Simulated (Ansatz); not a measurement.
# Formation energy and levels of the substitutional impurity As_Si in Si3N4 (P6_3/m), part 2 of 2

Charge states of As_Si in Si3N4 (P6_3/m), set against the band edges. Model: a cell of 126 host atoms with 1 Si taken out and 1 As put in.

Ansatz; place-levels on PBEsol runs: charge-transition levels and formation energies with image-charge correction and potential alignment at the atomic sites; PAW set soft_1.

So far: Starting point; What was run first.

## Step 3: Levels against the band edges, PBEsol

A charged cell interacts with its images and the background, and its potential has another zero than the host's. place-levels removes the first by a point-charge model, screened by the static dielectric constant since the ions have relaxed around the charge, and the second by comparing potentials at atoms far from the defect.

The host is a run of the defect-free crystal in the same cutoffs, grids and k-points, so that basis and sampling errors cancel in part in the differences. Its band edges come from a run of the primitive cell that searches the zone for them. The host is run in a cell of 42 atoms on a matching mesh. Chemical potentials are energies per atom of Si (diamond) and As (grey arsenic (A7)), run with the same functional and cutoff.

File levels.point.yaml:

```yaml
host:
  run: host.point.run
  levels_from: { run: edges.point.run }
states: [qm1.point.run, q0_M1.point.run, qp1.point.run]
geometry_from:
  qm1.point.run: qm1.relax.run
  q0_M1.point.run: q0_M1.relax.run
  qp1.point.run: qp1.relax.run
  host.point.run: host.relax.run
chemical_potentials:
  Si:
    energy: -621.49341
    dataset: <sha256 of the dataset>
  As:
    energy: -4813.029612
    dataset: "<sha256 of the dataset>"
epsilon: [4.29, 4.29, 4.37]
static_epsilon: [8.29, 8.29, 8.25]
vertical:
  - { from: qm1.point.run, to: qm1.point_neutral.run }
  - { from: qp1.point.run, to: qp1.point_neutral.run }
```

The run is started by

```bash
$ ansatz place-levels levels.point.yaml -- --threads 4 --pin off --max-ram 15073MiB
```

The log of the run:

```text
[... repeated set-up lines and file paths are left out, and long positions are rounded to six places ...]
(+1/0) 2.659 eV above the valence edge, 1.528 eV under the conduction edge; not on the lower envelope
(0/-1) 2.346 eV above the valence edge, 1.841 eV under the conduction edge; not on the lower envelope
(+1/-1) 2.502 eV above the valence edge, 1.684 eV under the conduction edge: charges between them are lowest nowhere
formation energy of charge +1: +3.447 eV with the Fermi level at the valence edge
formation energy of charge 0: +6.106 eV with the Fermi level at the valence edge
formation energy of charge -1: +8.452 eV with the Fermi level at the valence edge
vertical -1 to 0: no energy, since no alignment is typed
  the change from vertical[0].from (qm1.point.run) to vertical[0].to (qm1.point_neutral.run): by its potential at epsilon [4.29, 4.29, 4.37] it stands at 0.412 0.502 0.685, with an rms radius of about 2.6 Å (1.8 1.1 1.5 Å across the planes of the cell's [...]
vertical +1 to 0: no energy, since no alignment is typed
  the change from vertical[1].from (qp1.point.run) to vertical[1].to (qp1.point_neutral.run): by its potential at epsilon [4.29, 4.29, 4.37] it stands at 0.365 0.491 0.584, with an rms radius of about 2.9 Å (1.8 1.5 1.7 Å across the planes of the cell's [...]
  edges by pbesol of host.levels_from (edges.point.run), its mesh sampled to repeats of 26.19 Å (the valence edge +0.130 eV and the conduction edge -0.336 eV from those of the host's own run), gap 4.186 eV; the host is sampled to repeats of 26.41 Å
  the defect's cells are sampled to repeats of 26.41 Å, like sampling
  charge +1: -65160.5993 eV with its correction of +0.281 eV, at epsilon [8.29, 8.29, 8.25], aligned at sites: +0.0623 eV, mean over 89 atomic sites at or beyond 4.37 Å from the defect at [0.3528, 0.4732, 0.5833], with -0.002460 for the charge's moments and [...]
  charge 0: +0.000 eV for its dipole among its images, +0.000 omitted
  charge -1: -65139.3514 eV with its correction of +0.092 eV, at epsilon [8.29, 8.29, 8.25], aligned at sites: +0.1258 eV, mean over 89 atomic sites at or beyond 4.37 Å from the defect at [0.3528, 0.4732, 0.5833], with +0.010450 for the charge's moments and [...]
  of states[2] (qp1.point.run): it parts from the run at its places by a charge that spreads by about 1.7 Å along one vector (1.5 Å or more is wide), by its potential at epsilon [4.29, 4.29, 4.37], taken for that of held ions (one typed too small widens it), [...]
  of states[1] (q0_M1.point.run): stability_check_not_made
  of states[0] (qm1.point.run): the far atoms show a dipole or second moment of the defect's charge, for which the correction takes or leaves out 0.054 eV: further moments aren't read, and the relaxed atoms' own pattern can pass for one, so compare a larger [...]
  of vertical[1].from (qp1.point.run): it parts from the run at its places by a charge that spreads by about 1.7 Å along one vector (1.5 Å or more is wide), by its potential at epsilon [4.29, 4.29, 4.37], taken for that of held ions (one typed too small [...]
```

The job ended after 0.51 s (4 threads of Arm Neoverse V1, shared host).

Levels between the charges placed, in eV above the valence top:

```csv
,gap (eV),(+1/0),(0/−1)
PBEsol,4.19,2.66,2.35
```

Corrections by state:

```
charge  moment (μB)  image terms and alignment (eV)  band filling (eV)                               ε used  over the lowest of its charge, as the program ranks them, band filling apart (eV)
    +1          0.0                           0.281                  -  principal values (8.25, 8.29, 8.29)                                                                              0.000
     0          1.0                           0.000                  -                                    -                                                                              0.000
    −1          0.0                           0.092                  -  principal values (8.25, 8.29, 8.29)                                                                              0.000
```

The charged structures listed were also run neutral, and place-levels reads from each pair, by the potential or the spins, how wide the charge is by which they differ; that can be the carrier of either run.

```
charge  rms radius (Å)  spread where it is widest against the cell (Å)  wide from (Å)  reading
    +1             2.9                                            1.69           1.51     wide
    −1             2.6                                            1.49           1.51   narrow
```

The neutral runs of these pairs need not share the spin of the lowest neutral state, and very wide values only mean spread over the cell.

From the program's caveats on the states, each cut to its opening words:

- charge +1: it parts from the run at its places by a charge that spreads by about 1.7 Å along one vector (1.5 Å or more is wide), by its potential at epsilon [4.29, 4.29, [...]
- charge 0 (1 μB): flagged: stability check not made
- charge −1: the far atoms show a dipole or second moment of the defect's charge, for which the correction takes or leaves out 0.054 eV: further moments aren't read, and [...]

Chemical potentials of the elements' reference phases, run alike. Formation energies (elemental references), with the Fermi level at the valence top and at the conduction bottom (gap 4.19 eV):

| charge | at valence top (eV) | at conduction bottom (eV) | correction included (eV) |
| --- | --- | --- | --- |
| +1 | 3.45 | 7.63 | 0.28 |
| 0 | 6.11 | 6.11 | 0.00 |
| −1 | 8.45 | 4.27 | 0.09 |

```tsv
Fermi level (eV)	lowest formation energy (eV)
0.00	3.45
0.38	3.83
0.76	4.21
1.14	4.59
1.52	4.97
1.90	5.35
2.28	5.73
2.67	5.79
3.05	5.41
3.43	5.03
3.81	4.65
4.19	4.27
```

## Step 4: The same at the relaxations' own k-points

The relaxations' own energies give the levels at their sampling, for comparison.

File levels.relax_mesh.yaml:

```yaml
host:
  run: host.relax.run
  levels_from: { run: edges.relax.run }
states: [qm1.relax.run, q0_M1.relax.run, qp1.relax.run]
chemical_potentials:
  Si:
    energy: -621.49341
    dataset: <sha256 of the dataset>
  As:
    energy: -4813.029612
    dataset: "<sha256 of the dataset>"
```

The run is started by

```bash
$ ansatz place-levels levels.relax_mesh.yaml -- --threads 4 --pin off --max-ram 15073MiB
```

The log of the run:

```text
[...]
formation energy of charge +1: +3.448 eV with the Fermi level at the valence edge
formation energy of charge 0: +6.105 eV with the Fermi level at the valence edge
formation energy of charge -1: +8.451 eV with the Fermi level at the valence edge
  edges by pbesol of host.levels_from (edges.relax.run), its mesh sampled to repeats of 26.19 Å (the valence edge +0.231 eV and the conduction edge -0.359 eV from those of the host's own run), gap 4.186 eV; the host is sampled to repeats of 15.83 Å
[... the lines on each state left out ...]
```

Elapsed: 0.19 s, on 4 threads.

Levels between neighbouring charges, in eV above the valence top:

```csv
,gap (eV),(+1/0),(0/−1)
"one point at (¼, ¼, ¼)",4.19,2.66,2.35
a 2×2×2 shifted mesh,4.19,2.66,2.35
```

Going from one point at (¼, ¼, ¼) to a 2×2×2 shifted mesh moves the levels that carry no band-filling term by up to 0.00 eV and formation energies against the elements by up to 0.00 eV.

## Step 5: What came out

- gap of the host: 4.19 eV (PBEsol)
- level (plus 1/0): 2.66 eV above the valence top, not a change between lowest states
- level (0/minus 1): 2.35 eV above the valence top, not a change between lowest states
- level (plus 1/minus 1): 2.50 eV above the valence top
- lowest of the charges placed, just above the valence top (0.02 eV): +1
- lowest of the charges placed, just below the conduction bottom (0.02 eV): −1
- lowest formation energy at mid-gap of the charges run, elemental references: 5.54 eV

Of the charges placed (−1, 0 and +1), the lowest changes at 2.50 eV (+1/−1) above the valence top, in a gap of 4.19 eV. (+1/−1) passes over charge 0, which lies 0.16 eV above the two there; a lower structure or spin state of it, if missed, would change that. Charges above +1 and below −1 were not placed, so these runs say nothing of levels that involve them. States placed: +1 at 0 μB; 0 at 1 μB; −1 at 0 μB. Other spin states or structures, where not listed, weren't placed. As is taken at its element; compounds, which aren't counted here, bound the chemical potentials and would shift these formation energies. Going from one point at (¼, ¼, ¼) to a 2×2×2 shifted mesh moves the levels that carry no band-filling term by up to 0.00 eV and formation energies against the elements by up to 0.00 eV. What this leaves open: the images are only 8.7 Å apart; PBEsol makes the gap too small and tends to spread out bound carriers; where a gas molecule sets a chemical potential or the host's formation energy, its binding is uncorrected.

[Logs are printed without paths, hosts, clocks, repeated set-up lines and the standing remarks that a program may print on its own settings, such as how far it seeks lower states.]

[Hosts, paths, dates, database ids (printed as entryN), source tags and the programs' standing remarks are cut or masked in the printed files.]

[Where a table of states has a column of steps, it counts the stored structures, which are thinned; the runs took as many ionic steps or more.]

[A defect's name tells the site on which it was built; relaxed atoms can leave that site.]

[For some hosts the program warned that the k-mesh of the response run may be too coarse for force constants and the static dielectric constant; such warnings are not shown here.]
